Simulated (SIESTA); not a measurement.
Input of a SIESTA 5.4.2 run:

AlAu.fdf

```
SystemName                      AlAu
SystemLabel                     AlAu
NumberOfSpecies                 2
NumberOfAtoms                   2
%block ChemicalSpeciesLabel
  1  79 Au
  2  13 Al
%endblock ChemicalSpeciesLabel

LatticeConstant                 1.0 Ang
%block LatticeVectors
     3.2239420000     0.0000000000     0.0000000000
     0.0000000000     3.2239420000     0.0000000000
     0.0000000000     0.0000000000     3.2239420000
%endblock LatticeVectors
AtomicCoordinatesFormat         Fractional
%block AtomicCoordinatesAndAtomicSpecies
     0.4922070000     0.4970150000     0.4941560000  1  Au
    -0.0057380000     0.0087790000     0.0098280000  2  Al
%endblock AtomicCoordinatesAndAtomicSpecies

%block kgrid.MonkhorstPack
    8   0   0  0.0
    0   8   0  0.0
    0   0   8  0.0
%endblock kgrid.MonkhorstPack
XC.Functional                   GGA
XC.Authors                      PBEsol
PAO.BasisSize                   DZP
PAO.EnergyShift                 0.003 Ry
Mesh.Cutoff                     800 Ry
OccupationFunction              FD
ElectronicTemperature           0.05 eV
MaxSCFIterations                120
SCF.MustConverge                false
SCF.Mixer.Method                Pulay
SCF.Mixer.Weight                0.25
SCF.Mixer.History               8
SCF.DM.Tolerance                5.0e-05
SCF.H.Tolerance                 1.0e-03 eV
WriteForces                     true
Charge.Mulliken                 end
%block PAO.Basis
  Au 5
  n=5 0 2
    2.662 0.000
  n=6 0 2
    6.968 0.000
  n=5 1 2
    3.170 0.000
  n=6 1 1
    6.968
  n=5 2 2
    5.436 0.000
%endblock PAO.Basis
```

Potentials or basis: PseudoDojo 0.4 standard (PBEsol files), DZP (energy shift 0.003 Ry; two zetas on semicore shells).

The run is started by

```bash
$ siesta AlAu.fdf > AlAu.out 2>&1
```

Q: What does it give for the band gap on the k mesh?

A: None (metal or under the smearing width).

Q: Predict the pressure.

A: -5.1 GPa.

Forces on the atoms (eV/Å):
```
Au   0.011  0.062  0.081
Al  -0.011 -0.061 -0.081
```

Caveat: short orbitals over semicore shells can move pressures by several GPa; the basis of atomic orbitals isn't converged, which shifts pressures, moduli and gaps. The run has no spin-orbit coupling, so splittings on Au are missing.
